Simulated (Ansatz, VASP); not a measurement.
## Two plane-wave programs on BiTe

The input INCAR:

```
SYSTEM = BiTe
PREC = Accurate
ENCUT = 520
EDIFF = 1E-6
ISMEAR = 0
SIGMA = 0.15
LREAL = .False.
LASPH = .True.
NELM = 100
ALGO = Fast
ISIF = 2
LWAVE = .False.
LCHARG = .True.
LELF = .True.
LVHAR = .True.
NBANDS = 18
```

The input KPOINTS:

```
regular mesh
0
Gamma
  14 14 14
  0 0 0
```

File POSCAR:

```
BiTe
1.0
    0.0000000000      3.2350000000      3.2350000000
    3.2350000000      0.0000000000      3.2350000000
    3.2350000000      3.2350000000      0.0000000000
Bi Te
1 1
Direct
    0.0000000000      0.0000000000      0.0000000000
    0.4536321484      0.5463678516      0.4536321484
```

Input for Ansatz:

```yaml
crystal:
  lattice:
    - [0.0, 3.235, 3.235]
    - [3.235, 0.0, 3.235]
    - [3.235, 3.235, 0.0]
  atoms:
    - { symbol: Bi, position: [0.0, 0.0, 0.0] }
    - { symbol: Te, position: [0.4536321484, 0.5463678516, 0.4536321484] }
basis:
  ecutwfc: 420
kpoints:
  mp_grid: { grid: [14, 14, 14] }
hamiltonian:
  xc: lda
scf:
  occupations: { method: gaussian, width: 0.15 }
output:
  forces: true
  stress: true
  eigenvalues: true
```

Change from the starting cell: all Te atoms moved -0.300 Å, as atom 2 along Cartesian [0 1 0].

Alike in both runs: task single point; functional LDA; k mesh 14 × 14 × 14; occupations gaussian, width 0.15 eV; no spin polarisation.

|  | VASP | Ansatz |
| --- | --- | --- |
| version | VASP 6.6.1 | Ansatz 0.2.0 |
| potentials or method | VASP PAW LDA potentials, release 64 (Bi_d, Te) | scalar-relativistic, plane waves, PAW |
| plane-wave cutoff (eV) | 520 | 420 |
| valence electrons in the cell | 21 | 31 |

|  | VASP | Ansatz | Ansatz less VASP |
| --- | --- | --- | --- |
| gap on the k mesh at the Fermi level (eV) | none | none | - |
| pressure (GPa) | -1.2 | -1.2 | -0.07 |
| largest component of the traceless stress (GPa) | 1.29 | 1.25 | -0.038 |
| rms of the force components (eV/Å) | 0.449 | 0.436 | -0.0133 |

Atom by atom the forces differ by 0.013 eV/Å (rms over components). A gap of «none» marks a metal or a gap that the smearing closes. The two sets of potentials don't hold the same shells in valence.

Caveats: spin-orbit coupling is left out, which moves the levels of the heavy elements.
